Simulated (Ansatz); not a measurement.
# Relaxing C

Computed with DFT PBE, scalar-relativistic, plane waves, PAW in Ansatz 0.2.0. Cutoff 420 eV, Γ-centred k mesh, Gaussian smearing, no spin polarisation in the final step.

This is the end of a relaxation of cell and atoms.

```
CELL_PARAMETERS angstrom
2.21785 -3.79837 0.00000
2.21785 3.79837 0.00000
-0.16268 0.00000 1.27193
ATOMIC_POSITIONS crystal
C 0.50000 0.50000 0.50000
```

Energies count from the standard state of C at the same level.

**Question.** What space group does it have?

**Answer.** C2/m (No. 12). Conventional cell: a = 4.436 Å, b = 7.597 Å, c = 1.282 Å, β = 97.3°. C has 2 C at 1.28 Å.

**Question.** How far above the standard state of C does it lie?

**Answer.** 0.97 eV/atom.

**Question.** Is it a metal?

**Answer.** Yes, bands cross the Fermi level on the 14×14×42 mesh.

The final run used a 14×14×42 mesh on its 1-atom cell and 0.10 eV smearing. The k mesh leaves about 4 meV/atom of noise in metals. No dispersion correction is applied, so the spacing between layers, chains or molecules is poorly fixed, and with it the volume and density. The cell came from a trial start, so C may not exist in this structure.